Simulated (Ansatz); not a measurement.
CoO:

```
CELL_PARAMETERS angstrom
0.00000 2.13150 2.13150
2.13150 0.00000 2.13150
2.13150 2.13150 0.00000
ATOMIC_POSITIONS crystal
Co 0.00000 0.00000 0.00000
O 0.50000 0.50000 0.50000
```

```yaml
Program: Ansatz 0.2.0
Task: relaxation of cell and atoms
Functional: revPBE
Dispersion: D4
Potentials_or_basis: Ansatz PAW
Cutoff: "420 eV (not typed: the program's choice for these potentials)"
k_mesh: 11 × 11 × 11
Occupations: fermi-dirac, width 0.05 eV
Spin: collinear spin, ferromagnetic start
Starting_moments: "[2.0, 0.0] μB"
```

At the start: volume 9.68 Å³/atom.

Where does the relaxation end?

It ends after 6 steps and the volume is 9.46 Å³/atom (-2.3 %); space group Fm-3m (No. 225, to 0.05 Å); moment 2.90 μB per cell.

Step by step:
```csv
step,energy change (eV),largest force (eV/Å),volume (Å³)
1,0.0000,0.0000,19.37
2,-0.0049,0.0000,19.15
3,-0.0071,0.0000,18.93
4,-0.0052,0.0000,18.93
5,-0.0053,0.0000,18.92
6,-0.0053,0.0000,18.92
```

Final structure:
```cif
data_structure
_symmetry_space_group_name_H-M 'P 1'
_symmetry_Int_Tables_number 1
_cell_length_a 2.9910
_cell_length_b 2.9910
_cell_length_c 2.9910
_cell_angle_alpha 60.000
_cell_angle_beta 60.000
_cell_angle_gamma 60.000
_cell_volume 18.92
loop_
_atom_site_label
_atom_site_type_symbol
_atom_site_fract_x
_atom_site_fract_y
_atom_site_fract_z
_atom_site_occupancy
Co1 Co 0.00000 0.00000 0.00000 1
O1 O 0.50000 0.50000 0.50000 1
```

Caveat: the plane-wave basis is chosen anew once the cell has moved, so the energies of steps on either side of that aren't comparable; the pressure holds a Pulay correction of +0.7 GPa for the finite cutoff; a cell with one magnetic atom can't hold antiferromagnetic order, which such compounds often take; pairwise dispersion overbinds metals, which lowers pressure and volume; the PAW data sets come from PBE, with cores solved anew for the run's functional, which leaves a small shift of forces and pressure.
